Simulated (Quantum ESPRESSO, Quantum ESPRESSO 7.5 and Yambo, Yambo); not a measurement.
# Quasiparticle gap of AlN (F-43m) in Yambo

Wanted: ground state, empty states, screening and self-energy for AlN (F-43m).

Calculated with Quantum ESPRESSO 7.5 and Yambo 5.3.0; PBE and many-body steps on it, plane waves.

Report form: the programs' logs are mostly left out.

### 1. The structure

Symmetry: F-43m, No. 216, cubic system. Conventional cell: a = 4.368 Å, b = 4.368 Å, c = 4.368 Å, α = 90.00°, β = 90.00°, γ = 90.00°. Al has 4 N at 1.89 Å nearest. N has 4 Al at 1.89 Å nearest. Farther neighbours and most contacts between anions are not listed.

The cell and positions are those that the Materials Project relaxed with its own functionals (PBE, PBE+U or r2SCAN), kept fixed. This is not the form that AlN usually takes at ambient conditions.

### 2. Ground state

This step: Quantum ESPRESSO 7.5; DFT, PBE, plane waves, norm-conserving pseudopotentials.

The ground-state density comes first.

File pw.in:

```
&control
  calculation = 'scf'
  prefix = 'x'
  outdir = 'o'
  pseudo_dir = 'pseudo'
/
&system
  ibrav = 0
  nat = 2
  ntyp = 2
  ecutwfc = 72.0
  nbnd = 9
  force_symmorphic = .true.
/
&electrons
  conv_thr = 1e-10
  electron_maxstep = 80
  mixing_beta = 0.5
/
ATOMIC_SPECIES
  Al 26.982 Al.upf
  N 14.007 N.upf
CELL_PARAMETERS angstrom
  -0.0000000000 2.1839935596 2.1839935596
  2.1839935596 -0.0000000000 2.1839935596
  2.1839935596 2.1839935596 -0.0000000000
ATOMIC_POSITIONS crystal
  Al 0.0000000000 0.0000000000 0.0000000000
  N 0.7500000000 0.7500000000 0.7500000000
K_POINTS automatic
  8 8 8 0 0 0
```

Launch:

```console
OMP_NUM_THREADS=1 mpirun -n 8 pw.x -nk 8 -in pw.in > pw.out
```

Elapsed: 1.7 s, on 8 MPI ranks of Arm Neoverse V1, shared host; peak memory 0.05 GiB; 13 s of CPU time.

This step gave:

| Quantity | Value |
| --- | --- |
| total energy | -348.1006 eV |
| gap | 3.325 eV |
| k of the valence top | 0, 0, 0 |
| k of the conduction bottom | 0, -0.5, -0.5 |
| least direct gap | 4.192 eV |

The gap is indirect, with the least direct gap 0.87 eV higher.

### 3. Bands along the symmetry lines

Levels along a band path, at the cheap level, show where the edges lie and whether the meshes to come will hold them.

File pw.in:

```
&control
  calculation = 'bands'
  prefix = 'x'
  outdir = 'o'
  pseudo_dir = 'pseudo'
/
&system
  ibrav = 0
  nat = 2
  ntyp = 2
  ecutwfc = 72.0
  nbnd = 10
  force_symmorphic = .true.
/
&electrons
  conv_thr = 1e-9
  electron_maxstep = 80
  diago_full_acc = .true.
  diago_thr_init = 5e-6
/
ATOMIC_SPECIES
  Al 26.982 Al.upf
  N 14.007 N.upf
CELL_PARAMETERS angstrom
  -0.0000000000 2.1839935596 2.1839935596
  2.1839935596 -0.0000000000 2.1839935596
  2.1839935596 2.1839935596 -0.0000000000
ATOMIC_POSITIONS crystal
  Al 0.0000000000 0.0000000000 0.0000000000
  N 0.7500000000 0.7500000000 0.7500000000
K_POINTS crystal
  50
  0.00000000 0.00000000 0.00000000 1
  -0.06250000 -0.06250000 0.00000000 1
  -0.12500000 -0.12500000 0.00000000 1
  -0.18750000 -0.18750000 0.00000000 1
  -0.25000000 -0.25000000 0.00000000 1
  -0.31250000 -0.31250000 0.00000000 1
  -0.37500000 -0.37500000 0.00000000 1
  -0.43750000 -0.43750000 0.00000000 1
  -0.50000000 -0.50000000 0.00000000 1
  -0.48437500 -0.48437500 0.03125000 1
  -0.46875000 -0.46875000 0.06250000 1
  -0.45312500 -0.45312500 0.09375000 1
  -0.43750000 -0.43750000 0.12500000 1
  -0.42187500 -0.42187500 0.15625000 1
  -0.40625000 -0.40625000 0.18750000 1
  -0.39062500 -0.39062500 0.21875000 1
  -0.37500000 -0.37500000 0.25000000 1
  -0.37500000 0.00000000 0.37500000 1
  -0.32812500 0.00000000 0.32812500 1
  -0.28125000 0.00000000 0.28125000 1
  -0.23437500 0.00000000 0.23437500 1
  -0.18750000 0.00000000 0.18750000 1
  -0.14062500 0.00000000 0.14062500 1
  -0.09375000 0.00000000 0.09375000 1
  -0.04687500 0.00000000 0.04687500 1
  0.00000000 0.00000000 0.00000000 1
  0.00000000 0.00000000 0.06250000 1
  0.00000000 0.00000000 0.12500000 1
  0.00000000 0.00000000 0.18750000 1
  0.00000000 0.00000000 0.25000000 1
  0.00000000 0.00000000 0.31250000 1
  0.00000000 0.00000000 0.37500000 1
  0.00000000 0.00000000 0.43750000 1
  0.00000000 0.00000000 0.50000000 1
  -0.06250000 -0.03125000 0.46875000 1
  -0.12500000 -0.06250000 0.43750000 1
  -0.18750000 -0.09375000 0.40625000 1
  -0.25000000 -0.12500000 0.37500000 1
  -0.31250000 -0.15625000 0.34375000 1
  -0.37500000 -0.18750000 0.31250000 1
  -0.43750000 -0.21875000 0.28125000 1
  -0.50000000 -0.25000000 0.25000000 1
  -0.50000000 -0.28125000 0.21875000 1
  -0.50000000 -0.31250000 0.18750000 1
  -0.50000000 -0.34375000 0.15625000 1
  -0.50000000 -0.37500000 0.12500000 1
  -0.50000000 -0.40625000 0.09375000 1
  -0.50000000 -0.43750000 0.06250000 1
  -0.50000000 -0.46875000 0.03125000 1
  -0.50000000 -0.50000000 0.00000000 1
```

Run time: 1.3 s. Hardware: 8 MPI ranks; peak memory 0.05 GiB; 9.5 s of CPU time.

This step gave:

```
gap                        : 3.325 eV
k of the valence top       : 0, 0, 0
k of the conduction bottom : -0.5, -0.5, 0
least direct gap           : 4.192 eV
```

The gap is 3.325 eV, as in the run before at this level.

The electronic bands at the labelled points (eV, zero at the top of the highest filled band; v1 is the highest filled band, c1 the lowest empty one):

```
    point      v4     v3     v2     v1    c1     c2     c3     c4
        Γ  -14.97   0.00   0.00   0.00  4.19  12.59  12.59  12.59
  halfway  -13.84  -2.88  -0.98  -0.98  5.96  10.29  11.51  14.02
        X  -12.28  -4.90  -1.78  -1.78  3.32   8.65  13.92  15.70
  halfway  -12.27  -4.73  -2.47  -1.67  3.96   9.19  13.67  15.23
        U  -12.30  -4.25  -3.63  -1.37  5.17  10.12  13.05  14.17
jump to K  -12.30  -4.25  -3.63  -1.37  5.17  10.12  13.05  14.17
  halfway  -13.74  -3.54  -1.50  -0.20  7.34  10.30  11.41  12.58
        Γ  -14.97   0.00   0.00   0.00  4.19  12.59  12.59  12.59
  halfway  -14.12  -3.26  -0.26  -0.26  6.45  10.98  12.35  12.35
        L  -12.92  -5.86  -0.48  -0.48  7.39   9.85  11.17  11.17
  halfway  -12.60  -5.14  -2.22  -1.12  7.11   9.26  12.17  12.69
        W  -12.23  -3.77  -3.44  -2.70  6.05  11.45  11.98  12.16
  halfway  -12.25  -4.56  -2.40  -2.29  4.57   9.69  13.40  13.89
        X  -12.28  -4.90  -1.78  -1.78  3.32   8.65  13.92  15.70
```

### 4. Empty states on the mesh, 4×4×4 mesh, 51 bands

The sums over transitions need many empty states on a uniform mesh; this step solves for them.

File pw.in:

```
&control
  calculation = 'nscf'
  prefix = 'x'
  outdir = 'o'
  pseudo_dir = 'pseudo'
/
&system
  ibrav = 0
  nat = 2
  ntyp = 2
  ecutwfc = 72.0
  nbnd = 51
  force_symmorphic = .true.
/
&electrons
  conv_thr = 1e-9
  electron_maxstep = 80
  diago_full_acc = .true.
  diago_thr_init = 5e-6
/
ATOMIC_SPECIES
  Al 26.982 Al.upf
  N 14.007 N.upf
CELL_PARAMETERS angstrom
  -0.0000000000 2.1839935596 2.1839935596
  2.1839935596 -0.0000000000 2.1839935596
  2.1839935596 2.1839935596 -0.0000000000
ATOMIC_POSITIONS crystal
  Al 0.0000000000 0.0000000000 0.0000000000
  N 0.7500000000 0.7500000000 0.7500000000
K_POINTS automatic
  4 4 4 0 0 0
```

Launch:

```console
OMP_NUM_THREADS=1 mpirun -n 8 pw.x -nk 4 -in pw.in > pw.out
```

Elapsed: 1.2 s, on 8 MPI ranks; peak memory 0.05 GiB; 8.7 s of CPU time.

This step gave:

- gap: 3.325 eV
- k of the valence top: 0, 0, 0
- k of the conduction bottom: 0, -0.5, -0.5
- least direct gap: 4.192 eV
- k points computed: 8
- lowest point of the top converged band, above the valence top: 80.5799 eV

On this mesh the gap is 3.325 eV.

### 5. Conversion and set-up

This step: Yambo 5.3.0; conversion and set-up on PBE, plane waves, norm-conserving pseudopotentials.

The states are converted to the many-body program's format and the q mesh is built.

Launch:

```console
(cd o/x.save; p2y > p2y.log; mv SAVE ../..); yambo > setup.log
```

Wall time 2 s (1 MPI rank); peak memory 0.23 GiB.

### 6. Screening and self-energy, 4×4×4 mesh, 51 bands, screening to 129.3 eV

G0W0 replaces the xc potential by the self-energy, built once from these orbitals. Only a window of levels is corrected, while the sums run over the empty bands that the input names.

This step: G0W0 on PBE, plane waves, norm-conserving pseudopotentials.

File gw1.in:

```
HF_and_locXC
gw0
dyson
ppa
em1d
rim_cut
RandQpts= 1000000
RandGvec= 1 RL
EXXRLvcs= 72 Ry
VXCRLvcs= 288 Ry
Chimod= "HARTREE"
% BndsRnXp
 1 | 51 |
%
NGsBlkXp= 9.5 Ry
% LongDrXp
 1 | 1 | 1 |
%
% GbndRnge
 1 | 51 |
%
DysSolver= "n"
ExtendOut
PPAPntXp= 27.21138 eV
% QPkrange
 1 | 8 | 2 | 8 |
%
```

Launch:

```console
OMP_NUM_THREADS=1 mpirun -n 8 yambo -F gw1.in -J gw1 -C gw1 > gw1.log
```

Elapsed: 20 s, on 8 MPI ranks; peak memory 2.3 GiB.

This step gave:

```
G0W0 gap on the mesh                         : 4.350 eV
starting gap on the mesh                     : 3.325 eV
k of the valence top                         : 0, 0, 0
k of the conduction bottom                   : 0, -0.5, -0.5
least direct G0W0 gap on the computed points : 5.509 eV
Z at the valence top                         : 0.7938
Z at the conduction bottom                   : 0.8391
```

The gap on the mesh goes from 3.32 eV to 4.35 eV, a correction of +1.03 eV.

Limits: finite bands, cutoff and mesh; coarse k mesh. v1 is the top filled band, c1 the lowest empty one. Levels before and after the correction, in eV, zero at the valence-band top of each column:

|  | conduction bottom | valence top |
| --- | --- | --- |
| Kohn-Sham | 3.32 | 0.00 |
| G0W0 | 4.35 | 0.00 |

|  | level | energy (eV) |
| --- | --- | --- |
| Kohn-Sham | Γ v3-v1 | 0.000 |
| Kohn-Sham | Γ c1 | 4.192 |
| Kohn-Sham | Γ c2-c4 | 12.589 |
| Kohn-Sham | (0 -0.5 -0.5) v3 | -4.898 |
| Kohn-Sham | (0 -0.5 -0.5) v2-v1 | -1.775 |
| Kohn-Sham | (0 -0.5 -0.5) c1 | 3.325 |
| Kohn-Sham | (0 -0.5 -0.5) c2 | 8.652 |
| Kohn-Sham | (0 -0.5 -0.5) c3 | 13.920 |
| Kohn-Sham | (0 -0.5 -0.5) c4 | 15.697 |
| G0W0 | Γ v3-v1 | 0.000 |
| G0W0 | Γ c1 | 5.509 |
| G0W0 | Γ c2-c4 | 13.916 |
| G0W0 | (0 -0.5 -0.5) v3 | -5.545 |
| G0W0 | (0 -0.5 -0.5) v2-v1 | -2.109 |
| G0W0 | (0 -0.5 -0.5) c1 | 4.350 |
| G0W0 | (0 -0.5 -0.5) c2 | 9.935 |
| G0W0 | (0 -0.5 -0.5) c3 | 16.069 |
| G0W0 | (0 -0.5 -0.5) c4 | 17.327 |

### 7. Where the time went

Times are wall times on the hardware named with each run, good to a factor of about two.

```
                          step   time  share  memory (GiB)
                  ground state  1.7 s    6 %          0.05
bands along the symmetry lines  1.3 s    5 %          0.05
      empty states on the mesh  1.2 s    4 %          0.05
         conversion and set-up    2 s    8 %          0.23
     screening and self-energy   20 s   77 %           2.3
```

### 8. What came out

* PBE gap: 3.32 eV, indirect
* G0W0 gap on the mesh: 4.35 eV
* GW settings: 4×4×4 mesh, 51 bands, screening to 129.3 eV, Godby-Needs plasmon pole
* known limits: not at the basis limit; coarse k mesh

**Reading.** G0W0 moves the gap on the mesh from 3.32 eV to 4.35 eV (+1.03 eV), with Z of 0.79 and 0.84 at the edges. The dearest step here is «screening and self-energy». Bands and cutoff are finite, so the gap is not at the basis limit. The miss can reach some tenths of an eV and take either sign; the mesh is an error of its own. The 4×4×4 mesh is coarse for this cell, which bears on the long-range parts of exchange and screening.

[Paths, hosts, dates, memory and timing lines, banners, echoed tables and standing remarks are left out of the program output.]

[Logs are printed without paths, hosts, clocks, repeated set-up lines and the standing remarks that a program may print on its own settings, such as how far it seeks lower states.]

[Runs of the session that timed out or met a known fault of the program may be left out.]

[Hosts, paths, dates, database ids (printed as entryN), source tags and the programs' standing remarks are cut or masked in the printed files.]
